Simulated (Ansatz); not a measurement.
# Li₂O (Fm-3m): volume and gaps against pressure

```
Li O
1.0
     2.28644    2.28644    0.00000
    -2.28644    2.28644    0.00000
     0.00000    2.28644    2.28644
Li O
2 1
Cartesian
  -1.1432 3.4297 1.1432
  1.1432 3.4297 1.1432
  0.0000 0.0000 0.0000
```

This is the zero-pressure cell under r²SCAN. Cell and atoms are relaxed by PAW (default files of Ansatz 0.2.0, cutoff 500 eV, stress met within about 0.05 GPa) at each pressure, in this structure whether or not another phase would take over; P is the pressure reached, less that of this cell. Levels come from r²SCAN, PAW on Ansatz 0.2.0's default frozen-core files (fitted under PBE), scalar-relativistic; k mesh 8×8×8, fixed occupations, cutoff 500 eV. Conduction levels are in eV over the valence top (at Γ), at fixed fractional wave vectors. Zone-centre phonons come from finite displacements by PAW, without the LO-TO term.

```
P (GPa)    V/V₀      X      Γ       L  T1u TO (cm⁻¹)  T2g (cm⁻¹)
  -2.00  1.0244  5.715  6.014  10.107          438.9       531.7
   0.00  1.0000  5.767  6.203  10.277          459.2       545.9
   2.05  0.9777  5.815  6.384  10.438          478.4       559.6
   4.01       ?      ?      ?       ?              ?           ?
   7.00  0.9323  5.915  6.779  10.784          519.9       589.5
  10.04  0.9088  5.968  6.999  10.973          542.8       606.2
  15.04  0.8753  6.045  7.331  11.256          577.2       631.5
```

**Question.** Fit the third-order Birch-Murnaghan equation to the rows shown.

**Answer.** With f = [(V₀/V)^(2/3) − 1]/2, the normalised pressure F = P/[3f(1 + 2f)^(5/2)] is 87.2 GPa at f = -0.0080, 87.0 GPa at f = 0.0076, 86.8 GPa at f = 0.0239, 86.7 GPa at f = 0.0329, 86.5 GPa at f = 0.0464. The line F = B₀[1 + (3/2)(B′ − 4)f] gives B₀ = 87.1 GPa and B′ = 3.9.

**Question.** What are the volume deformation potentials and pressure coefficients of these levels at zero pressure?

**Answer.** 

```csv
level,dE/dlnV (eV),dE/dP = −(dE/dlnV)/B₀ (meV/GPa),mean slope up to 2.1 GPa (meV/GPa)
X,-2.14,24.6,23.5
Γ,-7.94,91.2,88.2
L,-7.10,81.5,78.5
```

dE/dlnV is the slope of a cubic fit in ln V at V₀. The last column is read from two rows and shows how the slope bends with pressure.

**Question.** What mode Grüneisen parameters follow?

**Answer.** γ = −d ln ω/d ln V at V₀ from a quadratic fit in ln V: T1u 1.84, T2g 1.10.

**Question.** Fill the row at 4.01 GPa.

**Answer.** The fits give V/V₀ = 0.9585 and X = 5.857 eV. Computed: V/V₀ = 0.9585, X = 5.857, Γ = 6.547, L = 10.581, T1u TO (cm⁻¹) = 495.6, T2g (cm⁻¹) = 571.9.

Limits of these numbers: no other phase was computed; many crystals of this kind change structure within this range, and rows or crossings beyond such a change describe a metastable lattice; frozen-core PAW files fitted under PBE, their cores solved anew for the functional of the run; semilocal gaps are low, and the spacing of valleys can be off by tenths of an eV; levels are read at fixed fractional k, so an edge that moves off these points is missed.
